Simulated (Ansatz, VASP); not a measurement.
# Two plane-wave programs on Ga

```
Ga
1.0
     1.46908   -4.11849    0.00000
     1.46908    4.11849    0.00000
     0.00000    0.00000    3.21172
Ga
2
Direct
  0.13300 0.86700 0.75000
  0.86700 0.13300 0.25000
```

Change from the starting cell: volume scaled by 1.04.

Alike in both runs: task single point; functional PBE; k mesh 10 × 10 × 8; occupations fermi-dirac, width 0.05 eV; no spin polarisation.

|  | VASP | Ansatz |
| --- | --- | --- |
| version | VASP 6.6.1 | Ansatz 0.2.0 |
| potentials or method | VASP PAW PBE potentials, release 64 (Ga_d) | Ansatz PAW |
| plane-wave cutoff (eV) | 520 | 420 |
| valence electrons in the cell | 26 | 26 |

```tsv
	VASP	Ansatz	Ansatz less VASP
gap on the k mesh at the Fermi level (eV)	none	none	-
pressure (GPa)	-0.5	-0.6	-0.09
largest component of the traceless stress (GPa)	1.28	1.27	-0.018
rms of the force components (eV/Å)	0.115	0.114	-0.0009
```

Atom by atom the forces differ by 0.001 eV/Å (rms over components). A gap of «none» marks a metal or a gap that the smearing closes.
